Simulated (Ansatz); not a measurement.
Zincblende BeTe, relaxed with r2SCAN, was run in the plane-wave code Ansatz under altered settings. All numbers are computed, without spin polarisation but where a row says otherwise.

```yaml
crystal:
  lattice:
    - [0.00000, 2.82862, 2.82862]
    - [2.82862, 0.00000, 2.82862]
    - [2.82862, 2.82862, 0.00000]
  atoms:
    - { symbol: Be, position: [0.00000, 0.00000, 0.00000] }
    - { symbol: Te, position: [0.25000, 0.25000, 0.25000] }
```

The base run's other keys:
```yaml
kpoints:
  mp_grid: { grid: [4, 4, 4] }
hamiltonian:
  xc: hse06
scf:
  occupations: { method: fixed }
  n_extra_bands: 4
```

It takes 12 iterations with 893 plane waves at 420 eV and 8 k points, and leaves a mean stress of -0.43 GPa. The gap over this mesh is 2.709 eV.

Outcomes, with energy and stress as changes against the base:
```csv
setting,outcome,ΔF (meV/atom),Δ mean stress (GPa),gap on the mesh (eV),iterations
scf.exx.max_outer_iter: 2,converged,0.0,0.0,2.709,14
"PBE hybrid, exx coeff 0.15, unscreened",converged,–,+0.4,2.826,9
hamiltonian.xc: cam_b3lyp,converged,–,+0.6,5.511,15
"PBE hybrid, exx coeff 1.0, omega 0.1 1/Å",converged,–,-3.0,6.242,16
accuracy: low,converged,0.0,0.0,2.709,12
scf.max_iter: 5,converged,0.0,0.0,2.709,13
```
A dash marks a value that wasn't obtained or can't be compared. Stress is positive in compression.

- PBE hybrid, exx coeff 0.15, unscreened. That is 15 % exact exchange, at all ranges, against HSE06's 25 % screened at 0.208 1/Å. The mean stress moves by +0.4 GPa and the gap on the mesh by +0.118 eV (to 2.826). Totals of different functionals aren't comparable.
- hamiltonian.xc: cam_b3lyp. The mean stress moves by +0.6 GPa and the gap on the mesh by +2.803 eV (to 5.511). It's another functional on the same cell, so totals aren't comparable.
- PBE hybrid, exx coeff 1.0, omega 0.1 1/Å. That is 100 % exact exchange, screened with ω = 0.1 1/Å, against HSE06's 25 % screened at 0.208 1/Å. The mean stress moves by -3.0 GPa and the gap on the mesh by +3.533 eV (to 6.242). Totals of different functionals aren't comparable. The program warns that on this mesh the truncation of the exchange isn't bounded, so part of the change can be an error of the mesh.

Within 1 meV an atom, 0.1 GPa and 0.005 eV of the base stay: scf.exx.max_outer_iter: 2; accuracy: low; scf.max_iter: 5.

No spin-orbit coupling is included; it can move band edges with weight on the heavy atoms by tenths of an eV.

The program warns that its thresholds are loose for a hybrid's stress.

The meshes of the hybrids are coarse, so their gaps aren't converged to the digits shown.
